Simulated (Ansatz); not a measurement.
## BaZrO3: single point with PBE

Crystal: BaZrO3.

```
Ba Zr O
1.0
     4.19134    0.00000    0.00000
     0.00000    4.19134    0.00000
     0.00000    0.00000    4.19134
Ba Zr O
1 1 3
Direct
  0.00000 0.00000 0.00000
  0.50000 0.50000 0.50000
  0.50000 0.50000 0.00000
  0.50000 0.00000 0.50000
  0.00000 0.50000 0.50000
```

```
Program             : Ansatz 0.2.0
Task                : single point
Functional          : PBE
Potentials or basis : Ansatz PAW
Cutoff              : 420 eV (not typed: the program's choice for these potentials)
k mesh              : 6 × 6 × 6
Occupations         : gaussian, width 0.012 eV
Spin                : no spin polarisation
```

```
Pressure               : 4.0 GPa
Band gap on the k mesh : 3.24 eV, indirect (least direct gap 3.44 eV)
```

Levels at points of the mesh, in eV from the valence-band top:
```tsv
k point	band 18	band 19	band 20	band 21	band 22	band 23
(0.00, 0.00, 0.00)	-0.20	-0.20	-0.20	3.24	3.24	3.24
(0.00, 0.00, -0.50)	-1.64	-0.43	-0.43	3.61	5.72	5.72
(0.00, -0.50, -0.50)	-0.90	-0.77	-0.05	5.71	5.71	6.52
(-0.50, -0.50, -0.50)	0.00	0.00	0.00	6.07	6.07	6.07
```

It took 1.6 s on 2 threads of Intel(R) Xeon(R) Platinum 8259CL CPU @ 2.50GHz (Skylake/Cascade Lake) (shared host), peak memory 0.43 GiB.

Caveat: the pressure holds a Pulay correction of +0.5 GPa for the finite cutoff; spin-orbit coupling is left out, which moves the levels of the heavy elements. A k mesh can miss the band edges.
